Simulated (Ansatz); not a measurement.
Density of states of BeO (P6_3mc) above the conduction band minimum, PBEsol, rigid bands (Ansatz, a program for electronic structure); cell volume 27.5 Å³.

```json
[
 {"energy from edge (eV)": "0.006", "10⁻³ states/eV/cell": "6.75"},
 {"energy from edge (eV)": "0.031", "10⁻³ states/eV/cell": "15.2"},
 {"energy from edge (eV)": "0.056", "10⁻³ states/eV/cell": "21.0"},
 {"energy from edge (eV)": "0.081", "10⁻³ states/eV/cell": "25.4"},
 {"energy from edge (eV)": "0.106", "10⁻³ states/eV/cell": "29.9"},
 {"energy from edge (eV)": "0.131", "10⁻³ states/eV/cell": "33.6"},
 {"energy from edge (eV)": "0.156", "10⁻³ states/eV/cell": "37.0"},
 {"energy from edge (eV)": "0.181", "10⁻³ states/eV/cell": "40.7"},
 {"energy from edge (eV)": "0.206", "10⁻³ states/eV/cell": "44.5"},
 {"energy from edge (eV)": "0.231", "10⁻³ states/eV/cell": "47.8"},
 {"energy from edge (eV)": "0.256", "10⁻³ states/eV/cell": "51.0"},
 {"energy from edge (eV)": "0.281", "10⁻³ states/eV/cell": "54.7"},
 {"energy from edge (eV)": "0.319", "10⁻³ states/eV/cell": "59.4"},
 {"energy from edge (eV)": "0.344", "10⁻³ states/eV/cell": "62.8"},
 {"energy from edge (eV)": "0.369", "10⁻³ states/eV/cell": "66.1"},
 {"energy from edge (eV)": "0.394", "10⁻³ states/eV/cell": "70.0"},
 {"energy from edge (eV)": "0.419", "10⁻³ states/eV/cell": "73.0"},
 {"energy from edge (eV)": "0.444", "10⁻³ states/eV/cell": "77.3"},
 {"energy from edge (eV)": "0.469", "10⁻³ states/eV/cell": "80.6"},
 {"energy from edge (eV)": "0.494", "10⁻³ states/eV/cell": "84.5"},
 {"energy from edge (eV)": "0.519", "10⁻³ states/eV/cell": "87.1"},
 {"energy from edge (eV)": "0.544", "10⁻³ states/eV/cell": "92.2"},
 {"energy from edge (eV)": "0.569", "10⁻³ states/eV/cell": "95.9"},
 {"energy from edge (eV)": "0.594", "10⁻³ states/eV/cell": "99.2"}
]
```

### Question
What effective density of states at 300 K does this give (∫ g(E) exp(−E/k_BT) dE, both spins, divided by the cell's size)?

### Answer
1.2e19 cm⁻³, a density-of-states mass of 0.61 mₑ, valleys and band degeneracy included.

Spin-orbit coupling is left out. Geometry: cell and atoms relaxed with PBEsol.
